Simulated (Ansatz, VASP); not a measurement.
One calculation of CuI2, two programs

File INCAR:

```
PREC = Accurate
ENCUT = 520
EDIFF = 1E-6
ISMEAR = 0
SIGMA = 0.05
LREAL = False
LASPH = True
NELM = 80
ALGO = Normal
ISIF = 2
LWAVE = False
LCHARG = False
ISPIN = 2
MAGMOM = 0.6 -0.6 0 0 0 0
LORBIT = 11
LMAXMIX = 4
LDAU = True
LDAUTYPE = 2
LDAUL = 2 -1
LDAUU = 7 0
LDAUJ = 0 0
LDAUPRINT = 1
METAGGA = R2SCAN
LMIXTAU = True
```

Contents of KPOINTS:

```
Automatic mesh
0
Gamma
  5 5 5
```

Contents of POSCAR:

```
CuI2
1.0
    3.5112550600      3.5112550600      7.0225101200
    3.5112550600     -3.5112550600      0.0000000000
    3.5112550600      3.5112550600      0.0000000000
Cu I
2 4
Direct
    0.0000000000      0.0000000000      0.0000000000
    0.5000000000      0.5000000000      0.0000000000
    0.2500000000      0.0000000000      0.2500000000
    0.7500000000      0.5000000000      0.2500000000
    0.7500000000      0.0000000000      0.7500000000
    0.2500000000      0.5000000000      0.7500000000
```

Contents of input.yaml:

```yaml
crystal:
  lattice:
    - [3.51125506, 3.51125506, 7.02251012]
    - [3.51125506, -3.51125506, 0.0]
    - [3.51125506, 3.51125506, 0.0]
  atoms:
    - { symbol: Cu, position: [0.0, 0.0, 0.0], spin: 0.6 }
    - { symbol: Cu, position: [0.5, 0.5, 0.0], spin: -0.6 }
    - { symbol: I, position: [0.25, 0.0, 0.25] }
    - { symbol: I, position: [0.75, 0.5, 0.25] }
    - { symbol: I, position: [0.75, 0.0, 0.75] }
    - { symbol: I, position: [0.25, 0.5, 0.75] }
hamiltonian:
  xc: r2scan
  pseudopotentials: { kind: paw }
  hubbard: { sites: [{ species: Cu, l: d, u_eff: 7.0 }] }
magnetization:
  spin_polarized: true
kpoints:
  mp_grid: { grid: [5, 5, 5] }
scf:
  occupations: { method: gaussian, width: 0.05 }
output:
  forces: true
  stress: true
  eigenvalues: true
  write_density: true
  write_potential: true
  elf: true
  volumetric_format: npy
```

The cell comes from a database or a generator and needn't be the stable form of this composition.

Alike in both runs: task single point; functional r2SCAN; k mesh 5 × 5 × 5; occupations gaussian, width 0.05 eV; collinear spin, antiferromagnetic start; Hubbard terms Cu d U = 7 eV.

|  | VASP | Ansatz |
| --- | --- | --- |
| version | VASP 6.6.1 | Ansatz 0.2.0 |
| potentials or method | VASP PAW PBE potentials, release 64 (Cu, I) | Ansatz PAW |
| plane-wave cutoff (eV) | 520 | 500 |
| valence electrons in the cell | 50 | 106 |

Ansatz gave:

| Item | Value |
| --- | --- |
| gap on the k mesh at the Fermi level (eV) | none |
| pressure (GPa) | 2.8 |
| largest component of the traceless stress (GPa) | 0.15 |
| net moment per atom (μB) | 0.00 |

Q: Estimate VASP's values.

A: gap on the k mesh at the Fermi level (eV): none; pressure (GPa): 2.6; largest component of the traceless stress (GPa): 0.10; net moment per atom (μB): 0.00.

The programs project onto different local orbitals, so the same U acts differently. A gap of «none» marks a metal or a gap that the smearing closes. The two sets of potentials don't hold the same shells in valence.

Caveats: the PAW data sets were made with another functional, which shifts forces and pressure a little (VASP); the magnetic or orbital state may not be the lowest (Ansatz); the PAW data sets come from PBE, with cores solved anew for the run's functional, which leaves a small shift of forces and pressure (Ansatz); the starting moments weren't kept (Ansatz). The state reached can hang on the start; a lower one may exist. Spin-orbit coupling is left out, which matters for the levels of I.
